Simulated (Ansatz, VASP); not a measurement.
Given: the input of a run of VASP 6.6.1 on TiSi2. The cell is a database's computed one, not the measured one.

File INCAR:

```
SYSTEM = TiSi2
PREC = Accurate ; ENCUT = 600
EDIFF = 1E-7 ; ISMEAR = -1
SIGMA = 0.05 ; LREAL = .FALSE.
LASPH = .TRUE. ; NELM = 80
ALGO = Normal ; ISIF = 3
LWAVE = .FALSE. ; LCHARG = .FALSE.
LMAXMIX = 4 ; LDAU = .TRUE.
LDAUTYPE = 2 ; LDAUL = 2 -1
LDAUU = 6 0 ; LDAUJ = 0 0
LDAUPRINT = 1 ; GGA = PS
IBRION = 2 ; NSW = 60
EDIFFG = -0.01
```

KPOINTS

```
regular mesh
0
G
  5 5 5
  0 0 0
```

File POSCAR:

```
TiSi2
1.0
    0.0000000000      4.1175163063      4.2628978354
    2.3895119538      0.0000000000      4.2628978354
    2.3895119538      4.1175163063      0.0000000000
Ti Si
2 4
Direct
    0.7500000000      0.7500000000      0.7500000000
    0.5000000000      0.5000000000      0.5000000000
    0.4125656100      0.0874343900      0.4125656100
    0.0874343900      0.4125656100      0.0874343900
    0.1625656100      0.8374343900      0.1625656100
    0.8374343900      0.1625656100      0.8374343900
```

Potentials or basis: VASP PAW PBE potentials, release 64 (Ti_sv, Si).

Launch:

```console
$ cat potpaw_PBE.64/Ti_sv/POTCAR potpaw_PBE.64/Si/POTCAR > POTCAR
$ mpirun -np 1 vasp_std > vasp.out
```

Q: What does the same run look like in Ansatz 0.2.0? Potentials or basis there: Ansatz PAW, cutoff 420 eV.

A: As run (cutoffs and basis follow the program's own potentials, and thresholds, step limits or extra output files can differ):

Contents of input.yaml:

```yaml
crystal:
  lattice:
    - [0.0, 4.1175163063, 4.2628978354]
    - [2.3895119538, 0.0, 4.2628978354]
    - [2.3895119538, 4.1175163063, 0.0]
  atoms:
    - { symbol: Ti, position: [0.75, 0.75, 0.75] }
    - { symbol: Ti, position: [0.5, 0.5, 0.5] }
    - { symbol: Si, position: [0.41256561, 0.08743439, 0.41256561] }
    - { symbol: Si, position: [0.08743439, 0.41256561, 0.08743439] }
    - { symbol: Si, position: [0.16256561, 0.83743439, 0.16256561] }
    - { symbol: Si, position: [0.83743439, 0.16256561, 0.83743439] }
hamiltonian:
  xc: pbesol
  pseudopotentials: { kind: paw }
  hubbard: { sites: [{ species: Ti, l: d, u_eff: 6.0 }] }
kpoints:
  mp_grid: { grid: [5, 5, 5] }
scf:
  occupations: { method: fermi_dirac, width: 0.05 }
output:
  forces: true
  stress: true
  eigenvalues: true
relax:
  f_tol: 0.01
  max_steps: 40
  cell: { stress_tol: 0.05 }
```

Potentials or basis: Ansatz PAW.

Run with:

```sh
$ ansatz run input.yaml --threads 2 --pin off --max-ram 5632MiB --backend cpu --events-out ev --progress --plain --runs-dir out
```

Both were run:

|  | VASP | Ansatz |
| --- | --- | --- |
| Relaxed volume | 14.53 Å³/atom | 14.39 Å³/atom |
| Relaxed cell | a = 6.013 Å, b = 4.958 Å, c = 4.818 Å, α = 75.90°, β = 53.10°, γ = 51.00° | a = 5.977 Å, b = 4.907 Å, c = 4.830 Å, α = 75.73°, β = 52.72°, γ = 51.55° |
| Space group after relaxing | Fddd (No. 70) | Fddd (No. 70) |
| Pressure after relaxing | -0.1 GPa | 0.0 GPa |

Ansatz's pressure holds a Pulay term of +0.03 GPa for its cutoff of 420 eV, which the other run lacks.

VASP's potentials were made for PBE. Ansatz's potentials were made for PBE.

Where Ansatz's input types no cutoff or centring, it takes its own default and a Γ-centred mesh.

How U acts hangs on each program's projectors.

Pressure is positive in compression.
